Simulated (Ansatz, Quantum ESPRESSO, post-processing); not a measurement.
# Pd(100) under a row of overlayers, part 2 of 2

Which overlayers raise and which lower the work function of Pd(100), and does electronegativity predict it?

Quantum ESPRESSO 7.5; plane-wave DFT, PBE, GBRV ultrasoft pseudopotentials; geometry by Ansatz 0.2.0 with PAW datasets.

So far. Step 10 (Self-consistent run, Mg overlayer): The covered face stands at 3.79 eV against 5.13 eV when clean. Step 10 (Self-consistent run, Mg overlayer): Inside the slab this potential holds the local part of the pseudopotentials, which can be repulsive at the nuclei; only its value in the vacuum has a meaning of its own.

**11. Projections on atomic orbitals, Mg overlayer**

The input, Mg.pdos.in:

```
&projwfc
  prefix = 'Mg.esm'
  outdir = './out'
  filpdos = 'Mg.pdos'
  Emin = -12.445
  Emax = -0.445
  DeltaE = 0.1
  ngauss = 0
  degauss = 0.01
/
```

Started as:

```bash
$ OMP_NUM_THREADS=1 mpirun -n 4 projwfc.x -in Mg.pdos.in > Mg.pdos.out
```

It took 1.7 s on 4 MPI ranks of Arm Neoverse V1, shared host; peak memory 0.1 GiB; 6.7 s of CPU time.

Numbers from this step:

```
spilling of the projection : 0.0019
```

Projected DOS an atom over height of the atomic layer and energy from the Fermi level. Columns are the atomic layers from the bottom up.

Ten even steps from '0' (0.00 states/eV) to '9' (2.97 states/eV), each cell a mean:
```
000010
111010
111110
777520
975830
955750
957660
844580
777890
679770
556580
564460
475690
387690
156440
001010
000000
000000
000000
000000
000000
000000
```
Columns: height of the atomic layer (Å) from -4.90 to 4.90 (not evenly spaced); rows upwards: energy from the Fermi level (eV) from -8.00 to 1.40.

The atomic orbitals miss 0.2 % of the occupied states; for empty states the projections can miss much more.

**12. Geometry from Ansatz, Al overlayer**

Level of this step: plane-wave DFT, PBE, Ansatz PAW (Ansatz 0.2.0).

System of this step: Pd(100), 5 layers, one monolayer of Al on hollow sites. The cell holds 6 atoms: 5 Pd and 1 Al. Its edges and angles: a = 2.751 Å, b = 2.751 Å, c = 26.780 Å, α = 90.0°, β = 90.0°, γ = 90.0°. It derives from Pd. Vacuum lies along c.

The input, input.yaml:

```yaml
crystal:
  lattice:
    - [2.7506453788, 0.0, 0.0]
    - [0.0, 2.7506453788, 0.0]
    - [0.0, 0.0, 26.78]
  atoms:
    - { symbol: Pd, position: [0.0, 0.0, 0.3099327857] }
    - { symbol: Pd, position: [0.5, 0.5, 0.3825616131] }
    - { symbol: Pd, position: [0.0, 0.0, 0.4551904406] }
    - { symbol: Pd, position: [0.5, 0.5, 0.5278192681] }
    - { symbol: Pd, position: [0.0, 0.0, 0.6004480956] }
    - { symbol: Al, position: [0.5, 0.5, 0.6648764473] }
kpoints:
  mp_grid: { grid: [10, 10, 1] }
hamiltonian:
  xc: pbe
scf:
  occupations: { method: fermi_dirac, width: 0.1 }
  convergence: { dr2_threshold: 1.0e-08 }
efield:
  axis: 3
  dipole_correction: true
  ramp_position: 0.97
  ramp_width: 0.04
relax:
  f_tol: 0.01
  constraints: [{ sites: [0, 1, 2] }]
output:
  write_potential: true
  write_density: true
  volumetric_format: npy
```

Started as:

```bash
$ ansatz run input.yaml --threads 4 --pin off --max-ram 8192MiB --backend cpu --events-out ev --progress --plain --runs-dir out
```

The job ended after 23 s (4 threads; peak memory 0.59 GiB).

Step by step:

```csv
step,energy less that of the first step (eV),largest force component (eV/Å)
1,0.0000,0.8487
2,-0.0711,0.1417
3,-0.0737,0.0252
4,-0.0738,0.0024
```

The atoms that moved most (Å):

```csv
atom,dx,dy,dz,length
Pd5,0.000,0.000,0.230,0.230
Al6,0.000,0.000,0.200,0.200
Pd4,0.000,0.000,0.078,0.078
```

The relaxed structure:

```xyz
6
Lattice="2.7506 0.0000 0.0000 0.0000 2.7506 0.0000 0.0000 0.0000 26.7800" Properties=species:S:1:pos:R:3
Pd    0.0000    0.0000    8.3000
Pd    1.3753    1.3753   10.2450
Pd    0.0000    0.0000   12.1900
Pd    1.3753    1.3753   14.2133
Pd    0.0000    0.0000   16.3098
Al    1.3753    1.3753   18.0051
```

The relaxation lowers the energy by 12 meV an atom. Held were the atoms numbered 1, 2 and 3; the forces quoted are those on the free ones.

Read from the output:

```
free energy                     : -35401.5590 eV
energy at zero smearing         : -35401.4217 eV
smearing term TS                : 0.2745 eV
Fermi energy                    : 5.240 eV
work function of the upper face : 4.549 eV
work function of the lower face : 5.090 eV
dipole along the normal         : 0.02264 e·Å
```

**13. Ground state, Al overlayer**

Level of this step: plane-wave DFT, PBE, GBRV ultrasoft pseudopotentials (Quantum ESPRESSO 7.5).

The input, Al.esm.in:

```
&control
  prefix = 'Al.esm'
  outdir = './out'
  pseudo_dir = './pseudo'
  calculation = 'scf'
  tprnfor = .true.
/
&system
  ibrav = 0
  nat = 6
  ntyp = 2
  ecutwfc = 40
  ecutrho = 200
  occupations = 'smearing'
  smearing = 'mv'
  degauss = 0.02
  assume_isolated = 'esm'
  esm_bc = 'bc1'
/
&electrons
  conv_thr = 1e-07
  mixing_beta = 0.4
  electron_maxstep = 120
  mixing_mode = 'local-TF'
/
ATOMIC_SPECIES
  Pd  106.4200  pd_pbe_v1.4.uspp.F.UPF
  Al  26.9815  al_pbe_v1.uspp.F.UPF
CELL_PARAMETERS angstrom
  2.75064537880000 0.00000000000000 0.00000000000000
  0.00000000000000 2.75064537880000 0.00000000000000
  0.00000000000000 0.00000000000000 26.78000000000000
ATOMIC_POSITIONS crystal
  Pd  0.000000000000 0.000000000000 -0.181199607672
  Pd  0.500000000000 0.500000000000 -0.108570780272
  Pd  0.000000000000 0.000000000000 -0.035941952772
  Pd  0.500000000000 0.500000000000 0.039611094897
  Pd  0.000000000000 0.000000000000 0.117895143525
  Al  0.500000000000 0.500000000000 0.181199607672
K_POINTS automatic
  10 10 1 0 0 0
```

Started as:

```bash
$ OMP_NUM_THREADS=1 mpirun -n 4 pw.x -nk 4 -in Al.esm.in > Al.esm.out
```

Run time: 2.1 min. Hardware: 4 MPI ranks; peak memory 0.66 GiB.

Numbers from this step:

```
free energy                                                    : -13608.3096 eV
Fermi energy                                                   : -4.839 eV
vacuum line at the lower end of the cell, over the Fermi level : 5.122 eV
vacuum line at the upper end of the cell, over the Fermi level : 4.556 eV
```

The potential energy, planar mean oscillates, so the rows of the table below give means over windows of 1.96 Å about each position, cut where the curve ends. Its maxima inside the range that stand out by 2 % of the span (Å: eV): -3.9: -1.35, -1.9: -1.61, 0.0: -0.735, 2.1: -0.276, 4.0: -5.25. Its minima: -4.8: -9.61, -2.9: -9.78, -1.0: -9.78, 1.1: -9.66, 3.2: -10.6, 4.8: -13.2.

Electrostatic potential energy of an electron; zero at the Fermi level. The potential energy, planar mean by z; means over each step:

```csv
z (Å),"potential energy, planar mean (eV)"
-12.41,5.12
-10.45,5.12
-8.49,5.11
-6.53,3.68
-4.57,-5.66
-2.61,-5.98
-0.65,-5.68
1.31,-5.51
3.27,-7.28
5.23,-6.55
7.19,4.13
9.15,4.55
11.11,4.56
13.07,4.56
```

The covered face stands at 4.56 eV against 5.13 eV when clean.

Inside the slab this potential holds the local part of the pseudopotentials, which can be repulsive at the nuclei; only its value in the vacuum has a meaning of its own.

**14. Projected density of states, Al overlayer**

The input, Al.pdos.in:

```
&projwfc
  prefix = 'Al.esm'
  outdir = './out'
  filpdos = 'Al.pdos'
  Emin = -12.839
  Emax = -0.839
  DeltaE = 0.1
  ngauss = 0
  degauss = 0.01
/
```

Started as:

```bash
$ OMP_NUM_THREADS=1 mpirun -n 4 projwfc.x -in Al.pdos.in > Al.pdos.out
```

Run time: 1.5 s. Hardware: 4 MPI ranks; peak memory 0.1 GiB.

Numbers from this step:

- spilling of the projection: 0.001

Projected DOS an atom over height of the atomic layer and energy from the Fermi level. Columns are the atomic layers from the bottom up.

Ten even steps from '0' (0.00 states/eV) to '9' (2.93 states/eV), each cell a mean:
```
111111
100012
211112
787511
966821
965821
956730
845540
876790
679890
456750
565560
475480
387580
156481
001120
000030
000011
000011
000000
000000
000000
```
Columns: height of the atomic layer (Å) from -4.85 to 4.85 (not evenly spaced); rows upwards: energy from the Fermi level (eV) from -8.00 to 1.40.

The atomic orbitals miss 0.1 % of the occupied states; for empty states the projections can miss much more.

**15. The series side by side**

Against the clean face, with Pauling's electronegativity for orientation:

```csv
overlayer,electronegativity,height over the top plane (Å),change of work function (eV),step from Ansatz's dipole (eV)
Mg,1.31,1.82,-1.34,-1.29
Al,1.61,1.70,-0.57,-0.56
```

All levels:

```csv
level,covered face (eV),bare face (eV),"Ansatz, covered face (eV)",dipole by Ansatz (e Å),CPU time (s)
clean,5.127,5.101,5.085,-5.69e-4,465.3
Li,-,-,2.859,0.0929,642.8
Na,-,-,3.142,0.081,8034
Mg,3.792,5.099,3.805,0.05324,592.2
Al,4.556,5.122,4.549,0.02264,514.9
```

**16. A check by hand**

Under Mg the faces differ by -1.31 eV. By the Helmholtz relation p = −Δφ A/180.95 = +0.0547 e Å a cell, or +0.26 D; Ansatz's dipole is +0.0532 e Å.

**17. Summary of results**

* work function of the clean face: 5.13 eV
* change under Mg: -1.34 eV
* change under Al: -0.57 eV

What this shows: On a clean face of 5.13 eV the changes run from -1.34 eV (Mg) to -0.57 eV (Al) (PBE, GBRV ultrasoft). Of 4 overlayers planned, 2 are shown; the others were not run or did not converge. The bare face moves by 0.02 eV over the row; it should not move at all, so the changes above are uncertain by about as much. Full 1×1 monolayers on one site are model structures; at this coverage neighbours depolarise each other, and real layers may take other sites or reconstruct. The upper layers were relaxed under PBE at the tabulated lattice constant.

Computed beside measured:

| quantity | measured | PBE, GBRV ultrasoft, clean |
| --- | --- | --- |
| work function (clean (100) face) (eV) | 5.48 | 5.13 (-0.35 eV) |

Measured values from arxiv:1902.07811 (2019).

How well it matches: The work function is off by -0.35 eV: fair agreement. The grades are ours: good and fair within 3 and 7 % for the work function. Other measurements of the same face can differ from the value quoted by 0.1 to 0.2 eV.

[Logs are printed without paths, hosts, clocks, repeated set-up lines and the standing remarks that a program may print on its own settings, such as how far it seeks lower states.]

[Hosts, paths, dates, database ids (printed as entryN), source tags and the programs' standing remarks are cut or masked in the printed files.]

[Maps of the electrostatic potential energy from Ansatz leave out the sawtooth potential of an applied field or a dipole correction, so their vacuum need not be flat; planar profiles and work functions include it.]
